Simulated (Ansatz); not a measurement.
Computed with DFT PBE, scalar-relativistic, plane waves, PAW (Ansatz). All cells share a 420 eV cutoff and Γ-centred k meshes spaced at most about 0.3 Å⁻¹ (about 0.25 or finer for metals, 2π included). No spin polarisation in the final relaxations.

All energies are static (0 K, no zero-point motion).

Two forms of GaS5 were relaxed alike.

A.

```xyz
6
Lattice="5.8967 0.0000 0.0000 0.0000 5.8967 0.0000 0.0000 0.0000 6.8187" Properties=species:S:1:pos:R:3 pbc="T T T"
Ga    2.9484    2.9484    1.9575
S     0.9916    2.9484    3.7250
S     4.9051    2.9484    3.7250
S     2.9484    0.9916    3.7250
S     2.9484    4.9051    3.7250
S     2.9484    2.9484    6.6788
```

B.

```xyz
6
Lattice="5.9738 0.0000 0.0000 -2.9869 5.1734 0.0000 0.0000 0.0000 3.4363" Properties=species:S:1:pos:R:3 pbc="T T T"
Ga    0.0000    0.0000    1.7181
S    -0.9962    1.7254    0.0000
S     1.9907    3.4480    0.0000
S     1.9923    0.0000    0.0000
S     2.9869    1.7245    1.7181
S     0.0000    3.4490    1.7181
```

Question: Which would you expect to be lower, and how large is the difference?

Answer: A is lower, by 169 meV/atom. A has space group P4mm (No. 99), 39.5 Å³/atom and no gap on its mesh; B has space group P-62m (No. 189), 17.7 Å³/atom and no gap. Counting S atoms around Ga (those within 1.25 times the shortest such distance or 1.15 times the sum of covalent radii, 1.27 where that leaves under three; a plus sign parts nearer from farther groups), A has Ga 1+4 and B has Ga 6. A holds S–S pairs (shortest 1.98 Å); in B the shortest S–S distance is 2.63 Å, near bonding range too. Even the lower one lies +0.34 eV/atom against the reference forms of the elements (uncorrected), so neither is stable at this level. Both come from invented guesses.

No dispersion correction is applied, so the spacing and binding between layers, chains or molecules are poorly described (P4mm), and this can change margins and order among such cells. In P4mm, P-62m an odd number of electrons in the primitive cell allows no gap without spin; a larger cell or a magnetic state could open one. A magnetic state wasn't ruled out in cells without spin, among them P4mm, P-62m. Cells relaxed within their symmetry can be saddle points.

The preference for A probably reflects sulfur's tendency to form short, localised bonds. Its S–S distance of 1.98 Å lies between those of the double-bonded S₂ molecule and a disulfide single bond, which suggests partly filled π* orbitals. This fits a simple ionic count: Ga(III) and a terminal sulfide leave just one electron for the two S₂ units to share. The apical Ga–S bond is short, while the four other contacts are long and weak, so A resembles a GaS unit loosely bound to S₂.

In B, the sulfur atoms at the Ga level each have six sulfur neighbours at 2.63 Å, too far for normal single bonds, and the Ga–S contacts are stretched as well. Dense packing thus replaces a few strong bonds with many weak ones, though B's much smaller volume would favour it under compression.

Gallium and sulfur are well known to form stable sulfides exothermically, so the positive formation energy points to unfavourable arrangements and excess sulfur, not to weak Ga–S bonding in general.
